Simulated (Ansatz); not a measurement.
CoO:

```
CELL_PARAMETERS angstrom
1.50547 0.86918 2.43993
-1.50547 0.86918 2.43993
0.00000 -1.73837 2.43993
ATOMIC_POSITIONS crystal
Co 0.00000 0.00000 0.00000
O 0.50000 0.50000 0.50000
```

The cell is a database's computed one.

Program: Ansatz 0.2.0. Alike in all runs: spin collinear, ferromagnetic start; cell as given; k mesh 11 × 11 × 11; basis error allowed 0.001 eV/atom.

Order these runs on this cell by their pressure, lowest first.
A. level PBEsol; potentials or basis all-electron LAPW, non-relativistic; cutoff (eV) 363; smearing fermi-dirac 0.05 eV
B. level LDA; potentials or basis all-electron LAPW, scalar-relativistic; cutoff (eV) 362; smearing fermi-dirac 0.05 eV
C. level PBE; potentials or basis all-electron LAPW, scalar-relativistic; cutoff (eV) 363; smearing gaussian 0.1 eV

B (-17.9 GPa), A (-8.3 GPa), C (-0.1 GPa).

Caveats: a cell with one magnetic atom can't hold antiferromagnetic order, which such compounds often take.

Not every run made on this cell is shown here.
